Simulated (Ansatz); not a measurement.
# Rb (fcc type): the cost of one run

Program: Ansatz 0.2.0. Level of theory: DFT PBE, with the methods named in each step. These are calculated values, not measurements.

## (1) Starting point

Symmetry: Fm-3m, No. 225, cubic system. Conventional cell: a = 7.146 Å, b = 7.146 Å, c = 7.146 Å, α = 90.00°, β = 90.00°, γ = 90.00°.

As a file:

```xyz
1
Lattice="0.0000 3.5730 3.5730 3.5730 0.0000 3.5730 3.5730 3.5730 0.0000" Properties=species:S:1:pos:R:3 pbc="T T T"
Rb    0.0000    0.0000    0.0000
```

The PAW steps are scalar-relativistic and only prepare the cells; LAPW drops relativity.

## (2) Fcc relaxed, PAW

Contents of input.yaml:

```yaml
crystal:
  lattice:
    - [0.0, 3.5730106134, 3.5730106134]
    - [3.5730106134, 0.0, 3.5730106134]
    - [3.5730106134, 3.5730106134, 0.0]
  atoms:
    - { symbol: Rb, position: [0.0, 0.0, 0.0] }
kpoints:
  mp_grid: { grid: [10, 10, 10] }
scf:
  occupations: { method: fermi_dirac, width: 0.05 }
hamiltonian:
  xc: pbe
  pseudopotentials: { kind: paw }
output:
  forces: true
  stress: true
  write_density: true
  write_potential: true
  elf: true
  volumetric_format: npy
relax:
  f_tol: 0.005
  max_steps: 40
  cell: {}
```

Started as:

```console
> ansatz run input.yaml --threads 1 --pin off --max-ram 3072MiB --backend cpu --events-out ev --progress --plain --runs-dir out
```

Q: Estimate wall time and peak memory on 1 thread of Arm Neoverse V2, shared host.

About 4.2 s, with a peak of 0.34 GiB.
